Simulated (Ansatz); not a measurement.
## Relaxing CaO

Level of theory: DFT r2SCAN, scalar-relativistic, plane waves, PAW (Ansatz). Run with 500 eV cutoff, 6×6×4 k-mesh, Gaussian smearing of 0.02 eV, no spin polarisation.

What was changed in SnO: Sn → Ca on all its sites, cell and atoms relaxed.

Command:

```bash
ansatz run input.yaml --threads 2 --pin off --max-ram 5120MiB --backend cpu --events-out ev --progress --plain --runs-dir out
```

Input:

```yaml
crystal:
  lattice:
    - [2.9507228889, -2.9507218967, 0.0]
    - [2.9507228889, 2.9507218967, 0.0]
    - [0.0, 0.0, 6.4273145032]
  atoms:
    - { symbol: Ca, position: [0.7499774399, 0.2500225601, 0.8938126269] }
    - { symbol: Ca, position: [0.2500225601, 0.7499774399, 0.1061873731] }
    - { symbol: Ca, position: [0.7500225601, 0.2499774399, 0.3938126269] }
    - { symbol: Ca, position: [0.2499774399, 0.7500225601, 0.6061873731] }
    - { symbol: O, position: [0.2500190306, 0.2499809694, 0.25] }
    - { symbol: O, position: [0.7499809694, 0.7500190306, 0.75] }
    - { symbol: O, position: [0.2499809694, 0.2500190306, 0.75] }
    - { symbol: O, position: [0.7500190306, 0.7499809694, 0.25] }
basis:
  ecutwfc: 500
kpoints:
  mp_grid: { grid: [6, 6, 4] }
hamiltonian:
  xc: r2scan
scf:
  occupations: { method: gaussian, width: 0.02 }
output:
  forces: true
  stress: true
  eigenvalues: true
relax:
  adjacent_minimum: "off"
  f_tol: 0.01
  max_steps: 60
  cell: { stress_tol: 0.1 }
```

F is the free energy. Steps run on the plane waves of an earlier cell, but the last one, and at times one on the way, on a freshly chosen basis, so a repeated geometry can differ a little in energy.

Steps:

| step | F − F(1) (eV) | largest force component (eV/Å) | V (Å³/atom) | P (GPa) |
| --- | --- | --- | --- | --- |
| 1 | 0.0000 | 0.030 | 13.990 | 0.04 |
| 2 | -0.0010 | 0.018 | 13.927 | 0.07 |
| 3 | -0.0012 | 0.017 | 13.906 | -0.18 |
| 4 | -0.0013 | 0.004 | 13.868 | 0.02 |
| 5 | -0.0014 | 0.000 | 13.883 | 0.00 |
| 6 | -0.0011 | 0.000 | 13.883 | 0.00 |

Relaxed structure:

```xyz
8
Lattice="2.9476 -2.9475 0.0000 2.9476 2.9475 0.0000 0.0000 0.0000 6.3916" Properties=species:S:1:pos:R:3 pbc="T T T"
Ca    2.9476   -1.4738    5.7302
Ca    2.9476    1.4738    0.6614
Ca    2.9476   -1.4738    2.5344
Ca    2.9476    1.4738    3.8572
O     1.4738    0.0000    1.5979
O     4.4213    0.0000    4.7937
O     1.4738    0.0000    4.7937
O     4.4213    0.0000    1.5979
```

The structure is tetragonal, space group P4/nmm (No. 129). The conventional cell has a = 4.168 Å, b = 4.168 Å, c = 3.196 Å, α = 90.00°, β = 90.00°, γ = 90.00°. Ca (site symmetry 4mm) has 4 O at 2.28 Å as nearest neighbours. O (site symmetry -4m2) has 4 Ca at 2.28 Å as nearest neighbours.

The run converged. Time: 67 s on 2 threads of Arm Neoverse V1 (shared host), peak memory 0.67 GiB.